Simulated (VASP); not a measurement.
Hg, 1 atom in the cell. The structure is tetragonal, space group I4/mmm (No. 139). Conventional cell: a = 3.753 Å, b = 3.753 Å, c = 3.834 Å, α = 90.00°, β = 90.00°, γ = 90.00°. Hg (site symmetry 4/mmm) has 12 Hg at 3.27 to 3.75 Å as nearest neighbours. 

| Property | Result |
| --- | --- |
| Program | VASP 6.6.1 |
| Task | optical spectrum |
| Functional | PBE |
| Dispersion | ULG |
| Potentials or basis | VASP PAW PBE potentials, release 54 (Hg) |
| Cutoff | 500 eV |
| k mesh | 10 × 10 × 10 |
| Occupations | fermi-dirac, width 0.1 eV |
| Spin | no spin polarisation |
| Further INCAR settings | ALGO = Normal; EDIFF = 1e-06; NBANDS = 38 |

Potentials or basis: VASP PAW PBE potentials, release 54 (Hg).

Run with:

```bash
$ cat potpaw_PBE.54/Hg/POTCAR > POTCAR
$ mpirun -np 1 vasp_std > vasp.out
```

Hardware: 1 thread of AMD EPYC 9R45 96-Core Processor (Zen 5), with other jobs on the host.

Task: How long does it take, and how much memory?

Result: Run time: 36 s on 1 thread of AMD EPYC 9R45 96-Core Processor (Zen 5), on a shared host, peak memory 0.2 GiB. Counts: scf iterations 11, k points 102.
